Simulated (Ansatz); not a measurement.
# V_O in HfO2 (P2_1/c) against the share of exact exchange

Question: how much does the share of exact exchange change the (+1/0) level of V_O in HfO2 (P2_1/c), and what does each choice cost? Model: a cell of 96 host atoms with 1 O taken out.

Program: Ansatz 0.2.0. Level of theory: plane-wave PAW DFT; relaxations with PBEsol, then single points with PBEsol and HSE06 form with several shares of exact exchange, on supercells at fixed charge in a uniform background. Results are calculated unless marked as measured.

### Step 1. Starting point

The cell holds 95 atoms: 32 Hf and 63 O. Its edges and angles: a = 10.192 Å, b = 10.355 Å, c = 10.542 Å, α = 90.0°, β = 99.6°, γ = 90.0°. It derives from HfO2 (space group P2_1/c). Nearest the centre at fractional (0.536, 0.581, 0.420): Hf73 at 2.04 Å, Hf2 at 2.05 Å, Hf87 at 2.13 Å, O90 at 2.53 Å, O22 at 2.57 Å, O92 at 2.79 Å, O81 at 2.79 Å, O11 at 2.81 Å. The cell carries charge +1.

Known beforehand: the electronic dielectric constant, principal values (4.69, 5.07, 5.10), and the static one, principal values (14.94, 18.84, 20.97), computed on the host (DFPT, PBEsol).

The cell's shortest repeat is 10.2 Å.

### Step 2. Relaxing both charge states, PBEsol

The study needs fixed structures, so each charge is relaxed once, at one point at (¼, ¼, ¼), from small random displacements that break the symmetry of the site.

qp1_M1.relax/input.yaml

```yaml
crystal:
  lattice:
    - [5.09606207, 0.0, -0.00164836]
    - [0.0, 5.17753054, 0.0]
    - [-0.87817712, 0.0, 5.19733713]
  atoms:
    - { symbol: Hf, position: [0.277155, 0.457022, 0.708187] }
    - { symbol: Hf, position: [0.722845, 0.957022, 0.791813] }
    - { symbol: Hf, position: [0.722845, 0.542978, 0.291813] }
    - { symbol: Hf, position: [0.277155, 0.042978, 0.208187] }
    - { symbol: O, position: [0.447132, 0.741797, 0.980022] }
    - { symbol: O, position: [0.552868, 0.241797, 0.519978] }
    - { symbol: O, position: [0.552868, 0.258203, 0.019978] }
    - { symbol: O, position: [0.447132, 0.758203, 0.480022] }
    - { symbol: O, position: [0.071295, 0.337466, 0.340782] }
    - { symbol: O, position: [0.928705, 0.837466, 0.159218] }
    - { symbol: O, position: [0.928705, 0.662534, 0.659218] }
    - { symbol: O, position: [0.071295, 0.162534, 0.840782] }
  supercell: [2, 2, 2]
  defects: [{ vacancy: 83 }]
total_charge: 1
basis:
  ecutwfc: 420
  xc_grid: 2
hamiltonian:
  xc: pbesol
  pseudopotentials: { kind: paw, azcp: { folder: soft_1 }, xc_functional: pbe }
kpoints:
  mp_grid: { grid: [1, 1, 1], shift: [0.25, 0.25, 0.25] }
magnetization:
  spin_polarized: true
  initial_magnetization: 1
  spin_locking: { lock_magnetization: hard }
scf:
  occupations: { method: fixed }
  max_iter: 60
output:
  forces: true
  charged_corrections:
    epsilon: [[5.04, 0.0, 0.14], [0.0, 5.07, 0.0], [0.14, 0.0, 4.75]]
    static_epsilon: [[20.65, 0.0, 1.35], [0.0, 18.84, 0.0], [1.35, 0.0, 15.26]]
    defect_position: [0.535647, 0.581267, 0.420391]
relax:
  f_tol: 0.015
  max_steps: 60
  random_displacement: { amplitude: 0.04, seed: 1690 }
checkpoint:
  write: "../qp1_M1.relax.run"
  compress: false
  write_wavefunctions: true
  write_every: 100000
```

Run with:

```sh
ansatz run input.yaml --threads 32 --pin off --max-ram 84787MiB --backend cuda --events-out ev --progress --plain --runs-dir out --max-vram 78GiB
```

Numbers of over 12 decimals in the logs are rounded to 6 here.

What it wrote:

```text
[... repeated set-up lines and file paths are left out, and long positions are rounded to six places ...]
Engine: ansatz 0.2.0, aarch64-unknown-linux-gnu
Pseudopotentials: kind: paw
Pseudopotential: Hf, paw, valence charge 26, recommended cutoff 420 eV (normal), soft_1/Hf.paw.azcp
Pseudopotential: O, paw, valence charge 6, recommended cutoff 420 eV (normal), soft_1/O.paw.azcp
Functional definition: PBEsol
  exchange = pbesol_x
  correlation = pbesol_c
[...]
Crystal: 95 atoms, lattice volume = 1096.995 Å³
Basis set: ecut = 420 eV, 21487 PW (Γ), exchange–correlation on 144×144×144 points (8 copies of the dense FFT grid, shifted against one another)
Bands: 726, of which v1, the nominal top of the filled ones, is band 605 counted from 1 (604 counted from 0)
Symmetry: 1 space group operations
k-points: 1
Non-local potential: Hf, projectors of the file, l = 0: 3, l = 1: 2, l = 2: 2, l = 3: 3
Non-local potential: O, projectors of the file, l = 0: 2, l = 1: 2, l = 2: 1
PAW form: soft (Blöchl's): semilocal exchange-correlation on the pseudo side does not see the compensation charge
PAW frozen core: Hf, regenerated for the run's functional, and the local potential with it (the file was generated under x = pbe(κ = 0.804, μ = 0.219515), c = pbe(β = 0.066725))
PAW frozen core: O, regenerated for the run's functional, and the local potential with it (the file was generated under x = pbe(κ = 0.804, μ = 0.219515), c = pbe(β = 0.066725))
PAW one-centre angular grid: Hf, 590 points (default); XC on 64 Gauss nodes
PAW one-centre angular grid: O, 110 points (default); XC on 64 Gauss nodes
Initial density: superposition of atomic densities (chi_scale 0.1, normalization cell, long waves kept (reshape's long-wave potential 0.33 eV rms))
Starting moments: Σ|m| = 1 μB on 95 of 95 sites
Initial wavefunctions: pseudopotential atomic-orbital guess
[...]
Functional: x = pbesol(κ = 0.804, μ = 0.123457), c = pbesol(β = 0.046)
SCF iter   1: F=—  HF=-534711.063861 eV  |Δ(HF+E_count)|=         —  Δρ=4.92e-2 (↑4.86e-2 ↓4.92e-2)  dr2=9.02e1  dr2_m=6.62e-2  M=1.000 μB ∫|m|=1.075 μB  Hψ=3875
preconditioner: auto → Resta (q_TF=auto, 2.773 Å⁻¹)  ε∞=4.9  [insulator: Δε(μ)=0.498 eV  Ē_g=19.102 eV  n_scr=410 (ndim 8)  ℏωp=37.9 eV  f_vac=0.008  ε∞_Penn≈4.9]
spin=Collinear: Resta preconditioning applied to the charge; magnetization (m = ρ↑ − ρ↓) channel mixes plain (no charge-response kernel on spin).
SCF iter   2: F=—  HF=-534694.375470 eV  |Δ(HF+E_count)|=    1.67e1  Δρ=3.01e-2 (↑2.96e-2 ↓3.01e-2)  dr2=3.45e1  dr2_m=4.46e-2  M=1.000 μB ∫|m|=1.074 μB  Hψ=2832
[...]
SCF iter  11: F=-534683.307305 eV  HF=-534683.307304 eV  |Δ(HF+E_count)|=   3.65e-6  Δρ=6.50e-6 (↑6.46e-6 ↓6.50e-6)  dr2=1.63e-6  dr2_m=3.97e-9  M=1.000 μB ∫|m|=1.037 μB  Hψ=5134
SCF 1 converged in 11 iterations: F = -534683.307305 eV  dr2 = 1.63e-6
[...]
relax step   1: F+E_penalty+E_count = -534683.30730499 eV  Δ(F+E_penalty+E_count) = +0.000e0 eV  max|allowed force component| = 2.389e0 eV/Å  Δτ_max = 0.0000 Å  (11 SCF iters, dr2 threshold 5.63e-6 eV, accepted)
[...]
relax step   2: F+E_penalty+E_count = -534684.74663492 eV  Δ(F+E_penalty+E_count) = -1.439e0 eV  max|allowed force component| = 1.466e0 eV/Å  Δτ_max = 0.1923 Å  (7 SCF iters, dr2 threshold 1.00e-4 eV, accepted)
[...]
relax step   4: F+E_penalty+E_count = -534685.32676656 eV  Δ(F+E_penalty+E_count) = -1.066e-2 eV  max|allowed force component| = 9.086e-2 eV/Å  Δτ_max = 0.0761 Å  (7 SCF iters, dr2 threshold 7.49e-7 eV, accepted)
[...]
relax step   6: F+E_penalty+E_count = -534685.32878355 eV  Δ(F+E_penalty+E_count) = -1.972e-4 eV  max|allowed force component| = 3.585e-3 eV/Å  Δτ_max = 0.0080 Å  (6 SCF iters, accepted)
[...]
NSCF: frozen V_eff on 1 k-points
[...]
SCF converged after 6 iterations
Stability checked in part: among states of this total moment the steps that led to this state did not find it unstable. No probe was made; neither looks for a lower state of another moment (fixed_total_moment; see scf.lower_state_search)
Magnetization: 1.0000 μB (605.0000 up, 604.0000 down)
Absolute magnetization: 1.0347 μB (∫|ρ↑−ρ↓|, with the PAW one-centre terms)
Spin contamination: 0.0018 ħ² per cell (⟨S²⟩ above its minimum at these occupations)
Per-site moments (μB) at R_I (Å): [(0.000410986, 0.835156), (0.050373, 0.835879), (0.000473542, 0.838819), [... 6 left out ...]
Free energy (F): -534685.328784 eV
Harris-Foulkes:  -534685.328784 eV  (|F-HF|=3.38e-9)
Internal energy: -534685.328784 eV  (E = F + TS)
E sigma→0 (E₀):  -534685.328784 eV
Fermi energy:    15.379442 (↑ 15.379442, ↓ 12.822840) eV
--- Per-component energies (eV) ---
  E_band       = -1390.155305
  E_kinetic    = 23577.106865
  E_local      = -236692.317788  (includes V_loc(G=0)·N_el)
  E_nonlocal   = 5586.988155
  E_hartree    = 112420.077399
  E_xc         = -12904.678180
  E_vxc        = -13844.876303  (∫ρ·V_xc dr)
  E_paw        = -252421.928277  (= ΣΔE_a)
  E_vpaw       = -4857.262735  (= ΣTr[D̂ρ^β])
  E_aug_tail   = 0.051457  (compensation charges beyond the density's cutoff)
  E_ewald      = -174292.885349
  E_core_change = 42.256936  (= ΣΔE_core)
  E_smearing   = -0.000000  (= −TS)
  E_closure    = 0.000000  (closes the sum)
  E_deformation_potential = 22.315296  (in the stress; not in F)
  Σ components = -534685.328784   (vs F -534685.328784, Δ=0.00e0)
--- Forces (eV/Å), atoms counted from 1 ---
  atom   1  Hf     0.00044493     0.00115723     0.00107764
  atom   2  Hf     0.00261469     0.00013199     0.00243435
  [... 4 atoms left out ...]
  [... 89 more lines of this table ...]
  max |Σ_I F_I| component: 9.74e-5 eV/Å
--- Charged-cell corrections in eV (Makov–Payne, q = +1.000 e, ε = [[20.650, 0.000, 1.350], [0.000, 18.840, 0.000], [1.350, 0.000, 15.260]]) ---
  F (periodic)     = -534685.328784  (uncorrected; the corrections below are reported, never added to it)
  E_corr1          = +0.108893  (monopole, q²α_M/2ε̄L, of the cell on which ε is isotropic)
  F Makov-Payne    = -534685.219891  (F + E_corr1; no measured alignment; for a localised charge, not one spread in a band: unchecked)
  no potential alignment in this run, which stands beside a crystal: run the host's input off ansatz write-host-input, and read the two finished runs by ansatz place-levels (neither reads a slab, a wire or a sheet, whose cell leaves a vacuum)
--- Band table (eV) ---
  k-point 0 ↑: bands = ["-47.5277", "-47.4510", "-47.3992", "-47.3821", "-47.3460", "-47.3444", "-47.3392", "-47.3386", "-47.3281", [... rest cut ...]
  k-point 0 ↓: bands = ["-47.4921", "-47.3992", "-47.3973", "-47.3790", "-47.3455", "-47.3435", "-47.3379", "-47.3273", "-47.3259", [... rest cut ...]
--- Relaxed structure (6 steps of the walk, 6 accepted, 0 SCFs on fresh bases) ---
  F+E_penalty+E_count = -534685.32878355 eV   max|allowed force component| = 3.585e-3 eV/Å
  atoms:
    - { symbol: Hf, position: [0.137528, 0.226157, 0.353303] }
    - { symbol: Hf, position: [0.352539, 0.474727, 0.394496] }
    [... 4 atoms left out ...]
  [... 89 more lines of this table ...]
```

Run time: 8.7 s. Hardware: 1 × NVIDIA GB200 with 32 threads of Arm Neoverse V2, shared host; peak memory 2.9 GiB.

The steps of the relaxation:

```csv
step,energy less that of the first step (eV),largest force component (eV/Å)
1,0.0000,2.3892
2,-1.4393,1.4659
3,-2.0088,0.1095
4,-2.0195,0.0909
5,-2.0213,0.0220
6,-2.0215,0.0036
```

The atoms that moved most (Å, from the sites as typed, ahead of the random displacement):

```csv
atom,dx,dy,dz,length
O90,-0.161,0.003,-0.048,0.168
O81,-0.048,-0.090,0.104,0.146
O11,0.037,0.092,-0.028,0.103
Hf73,0.055,0.075,-0.035,0.099
Hf2,-0.088,-0.037,-0.014,0.097
O35,-0.008,-0.061,0.057,0.084
Hf87,0.017,-0.046,0.062,0.079
O22,0.017,0.029,-0.071,0.078
```

Neighbours of the ideal centre at the end:

```csv
atom,distance (Å)
Hf73,2.137
Hf2,2.146
Hf87,2.209
O90,2.363
O22,2.496
O81,2.653
O11,2.732
O35,2.738
O92,2.745
```

```csv
charge,moment set (μB),steps,largest displacement (Å),time
0,0,7,0.08,7.8 s
+1,1,6,0.17,8.7 s
```

The relaxation ends 21 meV an atom lower than the displaced start, with a largest force component of 0.0036 eV/Å.

### Step 3. First setting: 0 (PBEsol)

Exact exchange opens the gap of the host. A level of a localised state need not follow either band edge, so its distance to each edge changes.

qp1_M1.a0/input.yaml

```yaml
crystal:
  checkpoint: "../qp1_M1.relax.run"
  host: checkpoint
total_charge: 1
basis:
  ecutwfc: 420
  xc_grid: 2
hamiltonian:
  xc: pbesol
  pseudopotentials: { kind: paw, azcp: { folder: soft_1 }, xc_functional: pbe }
kpoints:
  mp_grid: { grid: [1, 1, 1], shift: [0.25, 0.25, 0.25] }
magnetization:
  spin_polarized: true
  initial_magnetization: 1
  spin_locking: { lock_magnetization: hard }
scf:
  occupations: { method: fixed }
  max_iter: 60
output:
  forces: true
  charged_corrections:
    epsilon: [[5.04, 0.0, 0.14], [0.0, 5.07, 0.0], [0.14, 0.0, 4.75]]
    static_epsilon: [[20.65, 0.0, 1.35], [0.0, 18.84, 0.0], [1.35, 0.0, 15.26]]
    defect_position: [0.535647, 0.581267, 0.420391]
  eigenvalues: true
  eigenstates: { localisation: true }
  efg: {}
checkpoint:
  read: "../qp1_M1.relax.run"
  write: "../qp1_M1.a0.run"
  compress: false
  write_wavefunctions: false
  write_every: 100000
```

What it wrote:

```text
[...]
crystal.checkpoint: the structure is that of <dir>, a `relax` run, at its step 6: its result, under pbesol at a charge of 1 e; 95 atoms read, 0 with a starting moment; crystal.structure_sha256 for this input is
Hf: output.efg is read without spin–orbit coupling, which moves field gradients at and beside such atoms by some per cent and up to a factor of two; PAW files take it under magnetization.noncollinear and magnetization.spin_orbit
[...]
device memory: the entry about to start is reckoned to put 10.6 GiB on a device that reports 163.7 GiB free (of which the cap on the GPU budget leaves the run 78.0 GiB)
GPU FFT provider: cuFFT
GPU libraries: cuBLAS 13.8.1, cuFFT 12.4.0, cuSOLVER 12.3.2
GPU matrix products: emulated (plane waves: as basis.precision tells), large ones in fixed point in workspaces of 1.00 GiB
Crystal: 95 atoms, lattice volume = 1096.995 Å³
Basis set: ecut = 420 eV, 21487 PW (Γ), exchange–correlation on 144×144×144 points (8 copies of the dense FFT grid, shifted against one another)
Bands: 726, of which v1, the nominal top of the filled ones, is band 605 counted from 1 (604 counted from 0)
Symmetry: 1 space group operations
[...]
k-points: 1
[...]
Stability of the state it starts from, as read at its close in the collinear treatment: not read negative (Ritz values of 1 − χ₀K, real part plus size of imaginary part, from 1.0 to 1.7, by its mixing steps under no symmetry); [...]
Starting moments: Σ|m| = 1 μB on 95 of 95 sites; this step starts from the density that it was given
[...]
GPU buffer pool allocated for 373248 grid points (all kernels)
GPU transforms: local potential and band sums: pruned to the plane-wave sphere, on 72×72×72
[...]
SCF iter   1: F=—  HF=-534685.328784 eV  |Δ(HF+E_count)|=         —  Δρ=1.12e-6 (↑1.11e-6 ↓1.12e-6)  dr2=4.17e-8  dr2_m=6.11e-11  M=1.000 μB ∫|m|=1.034 μB  Hψ=3578
[...]
SCF iter   2: F=-534685.328784 eV  HF=-534685.328784 eV  |Δ(HF+E_count)|=   1.51e-9  Δρ=8.16e-7 (↑8.09e-7 ↓8.16e-7)  dr2=2.40e-8  dr2_m=4.23e-11  M=1.000 μB ∫|m|=1.034 μB  Hψ=3321
SCF 1 converged in 2 iterations: F = -534685.328784 eV  dr2 = 2.40e-8
[...]
SCF converged after 2 iterations
[...]
Magnetization: 1.0000 μB (605.0000 up, 604.0000 down)
Absolute magnetization: 1.0347 μB (∫|ρ↑−ρ↓|, with the PAW one-centre terms)
[...]
Per-site moments (μB) at R_I (Å): [(0.000410988, 0.835156), (0.050373, 0.835879), (0.000473541, 0.838819), [... 6 left out ...]
Free energy (F): -534685.328784 eV
[...]
Internal energy: -534685.328784 eV  (E = F + TS)
E sigma→0 (E₀):  -534685.328784 eV
Fermi energy:    15.379440 (↑ 15.379440, ↓ 12.822839) eV
[...]
--- Forces (eV/Å), atoms counted from 1 ---
  atom   1  Hf     0.00043545     0.00115939     0.00107733
  atom   2  Hf     0.00261012     0.00010263     0.00243073
  [... 4 atoms left out ...]
  [... 89 more lines of this table ...]
  max |Σ_I F_I| component: 8.64e-5 eV/Å
--- PAW observables at the nuclei: V_zz in 10²¹ V/m², potentials from the cell's mean, atoms counted from 1 ---
  [... 2 lines on atoms farther from the defect left out ...]
  atom   2  Hf V_zz =   +31.626034   η = 0.4138   by run symmetry: allowed
            electrostatic potential = -14184.283849 V   contact ρ = 8663426.844164 e/Å³   contact ρ_s (e/Å³): all electrons +5.146172, valence +5.139023
  [...]
F Makov-Payne    = n/a  (the rows are of the electrons' constant alone; ansatz place-levels tells what screens the charge)
[...]
--- Band table (eV) ---
[...]
```

It took 6.2 s on 1 × NVIDIA GB200 with 32 threads; peak memory 2.5 GiB; 81 s of CPU time.

Both charges and the host at this setting go to place-levels, which corrects for the image charge and aligns the potentials.

levels.a0.yaml

```yaml
host:
  run: host.a0.run
states: [q0.a0.run, qp1_M1.a0.run]
geometry_from:
  q0.a0.run: q0.relax.run
  qp1_M1.a0.run: qp1_M1.relax.run
  host.a0.run: host.relax.run
chemical_potentials:
  O:
    energy: -558.291301
    dataset: <sha256 of the dataset>
```

Run with:

```sh
ansatz place-levels levels.a0.yaml -- --threads 32 --pin off --max-ram 84787MiB
```

What it wrote:

```text
(+1/0) 3.006 eV above the valence edge, 0.963 eV under the conduction edge
formation energy of charge +1: +3.490 eV with the Fermi level at the valence edge
formation energy of charge 0: +6.496 eV with the Fermi level at the valence edge
  edges by pbesol, gap 3.969 eV; the host is sampled to repeats of 14.53 Å
  the defect's cells are sampled to repeats of 14.53 Å, like sampling
  charge +1: -534685.3101 eV with its correction of +0.019 eV, at epsilon [[20.65, 0, 1.35], [0, 18.84, 0], [1.35, 0, 15.26]], aligned at sites: -0.0902 eV, mean over 49 atomic sites at or beyond 5.10 Å from the defect at [0.5356, 0.5813, 0.4204], with [...]
  charge 0: +0.000 eV for its dipole among its images, +0.000 omitted
  of states[1] (qp1_M1.a0.run): how wide its charge is, is not read beside other atoms or cores, and a band state would take no correction. [...]
```

Elapsed: 0.14 s, on 32 threads.

At this setting the gap is 3.969 eV and (+1/0) lies 3.006 eV above the valence top.

### Step 4. The other settings

From the second setting on only the share changes; the first is PBEsol, whose semilocal part differs from that of the hybrids. The next input; the others follow the same pattern (0.2, 0.25 and 0.3):

qp1_M1.a10/input.yaml, as its differences from qp1_M1.a0/input.yaml of step 3:

```diff
@@ -8,4 +8,4 @@
 hamiltonian:
-  xc: pbesol
-  pseudopotentials: { kind: paw, azcp: { folder: soft_1 }, xc_functional: pbe }
+  xc: { preset: hse06, exx: 0.1 }
+  pseudopotentials: { kind: paw, azcp: { folder: soft_1 } }
 kpoints:
@@ -30,3 +30,3 @@
   read: "../qp1_M1.relax.run"
-  write: "../qp1_M1.a0.run"
+  write: "../qp1_M1.a10.run"
   compress: false
```

0.3: no level is given: the program refused to place it, or it failed a test of edges or alignment.

### Step 5. Result against cost

Times of the states on 1 × NVIDIA GB200 with 32 threads of Arm Neoverse V2, shared host; the host is run again at each setting, small cells on the processor where the program's card isn't needed:

```csv
share of exact exchange,gap (eV),(+1/0) above the valence top (eV),under the conduction bottom (eV),"time, both charge states","time, host and placing",peak memory of a state (GiB)
0 (PBEsol) *,3.969,3.006,0.963,8.5 s,8.4 s,2.5
0.1,4.700,3.422,1.277,55 s,6.2 min,4.8
0.2,5.345,3.875,1.470,66 s,6.9 min,4.9
0.25,5.676,4.107,1.569,69 s,7.8 min,4.6
```

* started from the relaxation's converged state in the same settings, so its time is no fair cost.

### Step 6. Results

| Property | Result |
| --- | --- |
| (plus 1/0) level, 0 (PBEsol) | 3.01 eV |
| (plus 1/0) level, 0.1 | 3.42 eV |
| (plus 1/0) level, 0.2 | 3.88 eV |
| (plus 1/0) level, 0.25 | 4.11 eV |
| slope of the gap among the hybrids | 0.65 eV per 0.1 of exact exchange |

From a share of 0 (PBEsol) to 0.25 the gap opens from 3.97 to 5.68 eV and (+1/0) moves from 3.01 to 4.11 eV above the valence top. Among the hybrids, by fitted slopes, the level takes 70 % of the gap's opening, between the two edges, as a localised state does. The atoms were held at the semilocal structure, so a distortion that exact exchange would bring is missing. The program warns that hybrid band edges depend on the exchange mesh, which was not varied here; the gaps and slopes may carry that error. Only the charges 0 and +1 were run, each from one start, so (+1/0) need not be a change between stable states. Keep in mind: one k-point off the zone centre stands for the whole zone; spin–orbit coupling, which can matter with heavy atoms, is left out; the structures are those of PBEsol; force components of up to 0.26 eV/Å remain in a run at the final settings.

[Logs are printed without paths, hosts, clocks, repeated set-up lines and the standing remarks that a program may print on its own settings, such as how far it seeks lower states.]

[Hosts, paths, dates, database ids (printed as entryN), source tags and the programs' standing remarks are cut or masked in the printed files.]

[Where a table of states has a column of steps, it counts the stored structures, which are thinned; the runs took as many ionic steps or more.]

[For some hosts the program warned that the k-mesh of the response run may be too coarse for force constants and the static dielectric constant; such warnings are not shown here.]
